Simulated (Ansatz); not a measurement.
# Li2Se (Fm-3m) in Ansatz: equation of state

How stiff is Li2Se in PBEsol, and what volume does it want? The cell is scaled to several volumes.

Program: Ansatz 0.2.0. These are calculated values, not measurements. Logs are shortened: lines on timing, memory, paths and dates and some standing lists are left out, and cuts for length are marked.

**1. Starting point**

The structure is cubic, space group Fm-3m (No. 225). The conventional cell has a = 6.005 Å, b = 6.005 Å, c = 6.005 Å, α = 90.00°, β = 90.00°, γ = 90.00°. Se (site symmetry m-3m) is surrounded by 8 Li at 2.60 Å. Li (site symmetry -43m) has 4 Se at 2.60 Å as nearest neighbours.

**2. Equation of state, PBEsol**

Potentials or basis: all-electron LAPW, scalar-relativistic.

No new run: the results of the series are fitted here.

What came out:

- Equilibrium volume: 17.50 Å³/atom
- Bulk modulus: 35 GPa
- Pressure derivative of the bulk modulus: 3.9

Energy against volume, from the lowest point:
```tsv
volume (Å³/atom)	energy (meV/atom)
16.962	1.72
17.323	0.00
17.684	0.00
18.045	1.55
18.406	4.51
18.767	8.73
19.128	14.11
```
